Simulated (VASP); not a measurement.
# FeSi (P2_13) in VASP: further runs

The runs below take FeSi through relaxation of cell and atoms, with LDA, PBE+D3(BJ), PBEsol.

All numbers are computed with VASP 6.6.1; they aren't measurements. Logs are shortened: lines on timing, memory, paths and dates and some standing lists are left out, and cuts for length are marked.

### 1 The structure

Symmetry: P2_13, No. 198, cubic system. Conventional cell: a = 4.169 Å, b = 4.169 Å, c = 4.169 Å, α = 90.00°, β = 90.00°, γ = 90.00°. Fe (site symmetry 3) is surrounded by 7 Si at 2.16 to 2.31 Å. Si (site symmetry 3) is surrounded by 7 Fe at 2.16 to 2.31 Å.

### 2 Relaxation of cell and atoms, LDA, target pressure 50.7 GPa, at which the enthalpy is minimised

The input, INCAR:

```
PREC = Accurate
ENCUT = 600
EDIFF = 1E-7
ISMEAR = 0
SIGMA = 0.03
LREAL = False
LASPH = True
NELM = 80
ALGO = Normal
ISIF = 3
LWAVE = False
LCHARG = False
IBRION = 2
NSW = 90
EDIFFG = -0.005
PSTRESS = 507.0
KPAR = 2
```

The input, KPOINTS:

```
regular mesh
0
Gamma
  8 8 8
```

The input, POSCAR:

```
FeSi                                    
1.0
    4.1686052817      0.0000000000     -0.0000000000
   -0.0000000000      4.1686052817     -0.0000000000
   -0.0000000000     -0.0000000000      4.1686052817
  Fe              Si            
     4     4
Direct
     0.1418417163033924    0.1418417163033924    0.1418417163033924
     0.3581582836966076    0.8581582836966077    0.6418417163033923
     0.6418417163033923    0.3581582836966076    0.8581582836966077
     0.8581582836966077    0.6418417163033923    0.3581582836966076
     0.8430798617735686    0.8430798617735686    0.8430798617735686
     0.6569201382264314    0.1569201382264314    0.3430798617735686
     0.3430798617735686    0.6569201382264314    0.1569201382264314
     0.1569201382264314    0.3430798617735686    0.6569201382264314
```

Potentials or basis: VASP PAW LDA potentials, release 64 (Fe, Si).

Started as:

```
$ cat potpaw_LDA.64/Fe/POTCAR potpaw_LDA.64/Si/POTCAR > POTCAR
$ mpirun -np 2 vasp_std > vasp.out
```

OUTCAR:

```text
PREC = Accurate
   ENCUT = 600
   EDIFF = 1E-7
   ISMEAR = 0
   LREAL = False
   LASPH = True
   NELM = 80
   ISIF = 3
   IBRION = 2
   NSW = 90
   EDIFFG = -0.005
   PSTRESS = 507.0

 ion  position               nearest neighbor table
   1  0.142  0.142  0.142-   5 2.16   6 2.19   7 2.19   8 2.19   7 2.31   8 2.31   6 2.31   3 2.56
                             4 2.56   2 2.56   2 2.56   4 2.56   3 2.56
   2  0.358  0.858  0.642-   6 2.16   5 2.19   7 2.19   8 2.19   7 2.31   8 2.31   5 2.31   1 2.56
                             1 2.56   3 2.56   3 2.56   4 2.56   4 2.56
   3  0.642  0.358  0.858-   7 2.16   6 2.19   5 2.19   8 2.19   8 2.31   6 2.31   5 2.31   1 2.56
                             4 2.56   2 2.56   2 2.56   4 2.56   1 2.56
   4  0.858  0.642  0.358-   8 2.16   6 2.19   7 2.19   5 2.19   6 2.31   5 2.31   7 2.31   1 2.56
                             3 2.56   2 2.56   1 2.56   2 2.56   3 2.56
   5  0.843  0.843  0.843-   1 2.16   2 2.19   3 2.19   4 2.19   3 2.31   4 2.31   2 2.31   6 2.58
                             7 2.58   8 2.58   6 2.58   8 2.58   7 2.58
   6  0.657  0.157  0.343-   2 2.16   1 2.19   3 2.19   4 2.19   3 2.31   4 2.31   1 2.31   8 2.58
                             5 2.58   5 2.58   7 2.58   7 2.58   8 2.58
   7  0.343  0.657  0.157-   3 2.16   2 2.19   1 2.19   4 2.19   4 2.31   2 2.31   1 2.31   8 2.58
                             5 2.58   8 2.58   6 2.58   6 2.58   5 2.58
   8  0.157  0.343  0.657-   4 2.16   2 2.19   3 2.19   1 2.19   2 2.31   1 2.31   3 2.31   7 2.58
                             5 2.58   7 2.58   5 2.58   6 2.58   6 2.58

  LATTYP: Found a simple cubic cell.
 ALAT       =     4.1686052817

  Lattice vectors:

 A1 = (   4.1686052817,   0.0000000000,   0.0000000000)
 A2 = (   0.0000000000,   4.1686052817,   0.0000000000)
 A3 = (   0.0000000000,   0.0000000000,   4.1686052817)

Analysis of symmetry for initial positions (statically):
=====================================================================
 Subroutine PRICEL returns:
 Original cell was already a primitive cell.

 Routine SETGRP: Setting up the symmetry group for a
 simple cubic supercell.

 Subroutine GETGRP returns: Found 12 space group operations
 (whereof  3 operations were pure point group operations)
 out of a pool of 48 trial point group operations.

The static configuration has the point symmetry C_3 .
 The point group associated with its full space group is T   .

Analysis of symmetry for dynamics (positions and initial velocities):
=====================================================================
 Subroutine PRICEL returns:
 Original cell was already a primitive cell.

 Routine SETGRP: Setting up the symmetry group for a
 simple cubic supercell.

 Subroutine GETGRP returns: Found 12 space group operations
 (whereof  3 operations were pure point group operations)
 out of a pool of 48 trial point group operations.

The dynamic configuration has the point symmetry C_3 .
 The point group associated with its full space group is T   .

 Subroutine INISYM returns: Found 12 space group operations
 (whereof  3 operations are pure point group operations),
 and found     1 'primitive' translations

----------------------------------------------------------------------------------------

                                     Primitive cell

  volume of cell :      72.4390

  direct lattice vectors                    reciprocal lattice vectors
     4.168605282  0.000000000  0.000000000     0.239888388  0.000000000  0.000000000
     0.000000000  4.168605282  0.000000000     0.000000000  0.239888388  0.000000000
     0.000000000  0.000000000  4.168605282     0.000000000  0.000000000  0.239888388

  length of vectors
     4.168605282  4.168605282  4.168605282     0.239888388  0.239888388  0.239888388

  position of ions in fractional coordinates (direct lattice)
     0.141841716  0.141841716  0.141841716
     0.358158284  0.858158284  0.641841716
     0.641841716  0.358158284  0.858158284
     0.858158284  0.641841716  0.358158284
     0.843079862  0.843079862  0.843079862
     0.656920138  0.156920138  0.343079862
     0.343079862  0.656920138  0.156920138
     0.156920138  0.343079862  0.656920138

  ion indices of the primitive-cell ions
   primitive index   ion index
                 1           1
                 2           2
                 3           3
                 4           4
                 5           5
                 6           6
                 7           7
                 8           8

----------------------------------------------------------------------------------------

 KPOINTS: regular mesh

Automatic generation of k-mesh.
 Grid dimensions read from file:
 generate k-points for:    8    8    8

 Generating k-lattice:

  Cartesian coordinates                     Fractional coordinates (reciprocal lattice)
     0.029986048  0.000000000  0.000000000     0.125000000  0.000000000  0.000000000
     0.000000000  0.029986048  0.000000000     0.000000000  0.125000000  0.000000000
     0.000000000  0.000000000  0.029986048     0.000000000  0.000000000  0.125000000

  Length of vectors
     0.029986048  0.029986048  0.029986048

  Shift w.r.t. Gamma in fractional coordinates (k-lattice)
     0.000000000  0.000000000  0.000000000

 Subroutine IBZKPT returns following result:
 ===========================================

 Found     45 irreducible k-points:

 Following reciprocal coordinates:
            Coordinates               Weight
  0.000000  0.000000  0.000000      1.000000
  0.125000  0.000000  0.000000      6.000000
  0.250000  0.000000  0.000000      6.000000
  0.375000  0.000000  0.000000      6.000000
  0.500000  0.000000  0.000000      3.000000
  0.125000  0.125000  0.000000     12.000000
[... 16 lines left out ...]
  0.250000  0.125000  0.125000     24.000000
  0.375000  0.125000  0.125000     24.000000
 [... further k-points ...]
   k-points           NKPTS =     45   k-points in BZ     NKDIM =     45   number of bands    NBANDS=     29
   number of dos      NEDOS =    301   number of ions     NIONS =      8
   total plane-waves  NPLWV =  46656
   dimension x,y,z NGX =    36 NGY =   36 NGZ =   36
   dimension x,y,z NGXF=    72 NGYF=   72 NGZF=   72
   ions per type =               4   4
   NGX,Y,Z   is equivalent  to a cutoff of  14.36, 14.36, 14.36 a.u.
   NGXF,Y,Z  is equivalent  to a cutoff of  28.71, 28.71, 28.71 a.u.
 SYSTEM =  unknown system
   PREC   = accura    normal or accurate (medium, high low for compatibility)
   ISTART =      0    job   : 0-new  1-cont  2-samecut
   ICHARG =      2    charge: 1-file 2-atom 10-const
   ISPIN  =      1    spin polarized calculation?
   LNONCOLLINEAR =      F non collinear calculations
   LSORBIT =      F    spin-orbit coupling
   LASPH  =      T    aspherical Exc in radial PAW
   ENCUT  =  600.0 eV  44.10 Ry    6.64 a.u.   8.33  8.33  8.33*2*pi/ulx,y,z
   NELM   =     80;   NELMIN=  2; NELMDL= -5     # of ELM steps
   EDIFF  = 0.1E-06   stopping-criterion for ELM
   LREAL  =      F    real-space projection
   EDIFFG = -.5E-02   stopping-criterion for IOM
   NSW    =     90    number of steps for IOM
   IBRION =      2    ionic relax: 0-MD 1-quasi-New 2-CG
   NFREE  =      1    steps in history (QN), initial steepest desc. (CG)
   ISIF   =      3    stress and relaxation
   ISYM   =      2    0-nonsym 1-usesym 2-fastsym
   POTIM  = 0.5000    time-step for ionic-motion
   TEBEG  =    0.0;   TEEND  =   0.0 temperature during run
   PSTRESS=  507.0 pullay stress
   NELECT =      48.0000    total number of electrons
   NUPDOWN=      -1.0000    fix difference up-down
   EMIN   =  10.00;   EMAX   =-10.00  energy-range for DOS
   EFERMI =   0.00;   METHOD = LEGACY
   ISMEAR =     0;   SIGMA  =   0.03  broadening in eV -4-tet -1-fermi 0-gaus
   EFERMI_NEDOS =   21; number of points for ismear=-14 and -15
   IALGO  =     38    algorithm
   IMIX   =      4    mixing-type and parameters
     AMIX     =   0.40;   BMIX     =  1.00
     AMIX_MAG =   1.60;   BMIX_MAG =  1.00
  volume/ion in A,a.u.               =       9.05        61.11
  Fermi-wavevector in a.u.,A,eV,Ry     =   1.427243  2.697097 27.715360  2.037021
  Thomas-Fermi vector in A             =   2.547433
   LORBIT       =      0    0 simple, 1 ext, 2 COOP (PROOUT), +10 PAW based schemes
   GGA     = CA    functional components
   LHFCALC =     F    Hartree Fock is set to
   AEXX    =    0.0000 exact exchange contribution
   IVDW    =     0    specifies the selected vdW correction
   LEPSILON=     F    determine dielectric tensor
   LRPA    =     F    only Hartree local field effects (RPA)
 conjugate gradient relaxation of ions
 non-spin polarized calculation
 Gauss-broadening in eV      SIGMA  =   0.03
  energy-cutoff  :      600.00
  volume of cell :       72.44
 maximum number of plane-waves:      2469
 NGX is ok and might be reduce to    36
   NGX = 17   NGY = 17   NGZ = 17

--------------------------------------- Ionic step        1  -------------------------------------------

 number of electron      48.0000001 magnetization

 Free energy of the ion-electron system (eV)
  ---------------------------------------------------
  ext. energy  EPLUGINS =         0.00000000
  ---------------------------------------------------
  free energy    TOTEN  =       -65.00631481 eV

  energy without entropy =      -65.00628127  energy(sigma->0) =      -65.00629804

------------------------ aborting loop because EDIFF is reached ----------------------------------------

  FORCE on cell =-STRESS in cart. coord.  units (eV):
  Direction    XX          YY          ZZ          XY          YZ          ZX
  --------------------------------------------------------------------------------------
  -------------------------------------------------------------------------------------
  Total       22.8935051     22.8935051     22.8935051      0.0000000      0.0000000      0.0000000
  in kB      506.3496911    506.3496911    506.3496911      0.0000000      0.0000000      0.0000000
  external PRESSURE =      -0.6503089 kB  Pullay stress =     507.0000000 kB
[... 73 lines left out ...]
  enthalpy is  TOTEN    =       -42.0833939930 eV   P V=       22.9107164919

--------------------------------------- Ionic step        3  -------------------------------------------

 number of electron      48.0000001 magnetization

 Free energy of the ion-electron system (eV)
  ---------------------------------------------------
  ext. energy  EPLUGINS =         0.00000000
  ---------------------------------------------------
  free energy    TOTEN  =       -65.00240722 eV

  energy without entropy =      -65.00237394  energy(sigma->0) =      -65.00239058

 E-fermi :  12.4820     XC(G=0): -13.9634

 val. band max:       12.4202995276   @ k =   0.2500   0.1250   0.1250
 cond. band min:      12.5432074378   @ k =   0.3750   0.1250   0.1250
 fundamental gap:      0.1229079101
 Fermi energy:        12.4819770529

 k-point     1 :       0.0000    0.0000    0.0000
  band No.  band energies     occupation
      1      -2.3543      2.00000
      2       3.6050      2.00000
      3       3.6050      2.00000
      4       3.6050      2.00000
      5       6.5366      2.00000
      6       6.5366      2.00000
[... 757 lines left out ...]
     28      15.2920      0.00000
     29      15.7006      0.00000

 [... further k-points ...]

------------------------ aborting loop because EDIFF is reached ----------------------------------------

  FORCE on cell =-STRESS in cart. coord.  units (eV):
  Direction    XX          YY          ZZ          XY          YZ          ZX
  --------------------------------------------------------------------------------------
  -------------------------------------------------------------------------------------
  Total       22.9300347     22.9300347     22.9300347     -0.0000000      0.0000000      0.0000000
  in kB      507.2441938    507.2441938    507.2441938     -0.0000000      0.0000000      0.0000000
  external PRESSURE =       0.2441938 kB  Pullay stress =     507.0000000 kB
[... 23 lines left out ...]
  FREE ENERGIE OF THE ION-ELECTRON SYSTEM (eV)
  ---------------------------------------------------
  free  energy   TOTEN  =       -65.0024072165 eV

  energy  without entropy=      -65.0023739427  energy(sigma->0) =      -65.00239058

  enthalpy is  TOTEN    =       -42.0834113599 eV   P V=       22.9189958567

 reached required accuracy - stopping structural energy minimisation
```

It took 96 s on 2 MPI ranks of Intel Xeon Platinum 8375C at 2.90GHz (Ice Lake), shared host; peak memory 0.23 GiB.

Results:

* Free energy: -65.0024 eV
* Relaxed volume: 9.05 Å³/atom
* Relaxed cell: a = 4.168 Å, b = 4.168 Å, c = 4.168 Å, α = 90.00°, β = 90.00°, γ = 90.00°
* Space group after relaxing (to 0.05 Å): P2_13 (No. 198)
* Energy change on relaxing (the enthalpy is what falls): +0.5 meV/atom
* Ionic steps: 3
* Pressure after relaxing: 50.7 GPa
* Largest force after relaxing: 0.004 eV/Å
* Band gap on the k mesh: 0.12 eV, indirect (least direct gap 0.15 eV)

Forces in eV/Å, atoms in the order of the input:
```
Fe   0.001  0.001  0.001
Fe  -0.001 -0.001  0.001
Fe   0.001 -0.001 -0.001
Fe  -0.001  0.001 -0.001
Si  -0.002 -0.002 -0.002
Si   0.002  0.002 -0.002
Si  -0.002  0.002  0.002
Si   0.002 -0.002  0.002
```

Step by step:
```csv
step,energy change (eV),largest force (eV/Å),pressure (GPa),volume (Å³)
1,0.0000,0.0071,50.63,72.44
2,0.0122,0.0031,50.90,72.40
3,0.0039,0.0039,50.72,72.43
```

Final structure:
```
CELL_PARAMETERS angstrom
4.16837 0.00000 0.00000
0.00000 4.16837 0.00000
0.00000 0.00000 4.16837
ATOMIC_POSITIONS crystal
Fe 0.14185 0.14185 0.14185
Fe 0.35815 0.85815 0.64185
Fe 0.64185 0.35815 0.85815
Fe 0.85815 0.64185 0.35815
Si 0.84306 0.84306 0.84306
Si 0.65694 0.15694 0.34306
Si 0.34306 0.65694 0.15694
Si 0.15694 0.34306 0.65694
```

Levels at points of the mesh, in eV from the valence-band top:
```tsv
k point	band 21	band 22	band 23	band 24	band 25	band 26	band 27	band 28
(0.00, 0.00, 0.00)	-0.38	-0.38	-0.09	-0.09	0.85	0.85	0.85	4.07
(0.50, 0.00, 0.00)	-0.53	-0.53	0.00	0.00	0.19	0.19	2.16	2.16
(0.50, 0.50, 0.00)	-1.31	-1.31	-0.49	-0.49	0.78	0.78	1.69	1.69
(0.50, 0.50, 0.50)	-0.91	-0.91	-0.91	-0.91	0.59	0.59	0.59	0.59
```

Caveat: the cell is relaxed towards a set pressure, so the enthalpy falls and the energy may rise. Spin polarisation is off, so any magnetic state and its effect on volume and gap are missing.

(Continued in part 2 of 3.)
